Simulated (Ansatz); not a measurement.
Ni, 1 atom in the cell. The typed cell holds 1 atom: a = 2.482 Å, b = 2.494 Å, c = 2.447 Å, α = 58.84°, β = 59.02°, γ = 59.46°.  The cell isn't the ideal one: cell strained at random at fixed volume.

- Program: Ansatz 0.2.0
- Task: atomic charges
- Functional: LDA
- Potentials or basis: Ansatz PAW
- Cutoff: 420 eV (not typed: the program's choice for these potentials)
- k mesh: 10 × 10 × 10
- Occupations: gaussian, width 0.01 eV
- Spin: collinear spin, ferromagnetic start
- Starting moments: [1.0] μB
- Hubbard terms: Ni d U = 4 eV
- Hubbard projectors: ortho-atomic (the default)
- Double counting: fll (the default)

Potentials or basis: Ansatz PAW.

The run is started by

```bash
$ ansatz run input.yaml --threads 1 --pin off --max-ram 2560MiB --backend cpu --events-out ev --progress --plain --runs-dir out
```

Hardware: 1 thread of Arm Neoverse V1 (shared host).

Task: Estimate the wall time of this run.

Result: Wall time 43 s on 1 thread of Arm Neoverse V1 (shared host), peak memory 0.43 GiB. Counts: scf iterations 16, plane waves 181, k points 504, bands 14.
